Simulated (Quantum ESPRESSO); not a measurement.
Crystal: Ge.

```
Ge
1.0
     0.00000    2.82891    2.82891
     2.82891    0.00000    2.82891
     2.82891    2.82891    0.00000
Ge
2
Direct
  0.75000 0.75000 0.75000
  0.50000 0.50000 0.50000
```

Program: Quantum ESPRESSO 7.5. Alike in all runs: task band structure; no spin polarisation; cell as given; k mesh 8 × 8 × 8; cutoff (eV) 1061; smearing fermi-dirac 0.05 eV.

Order these runs on this cell by their pressure, lowest first.
A. level LDA; potentials or basis PseudoDojo 0.4.1 SR LDA standard; form of the LDA correlation PW92
B. level PBE; potentials or basis PseudoDojo 0.4.1 SR PBE standard
C. level PBEsol; potentials or basis PseudoDojo 0.4.1 SR PBEsol standard

A (-1.4 GPa), C (0.6 GPa), B (3.7 GPa).
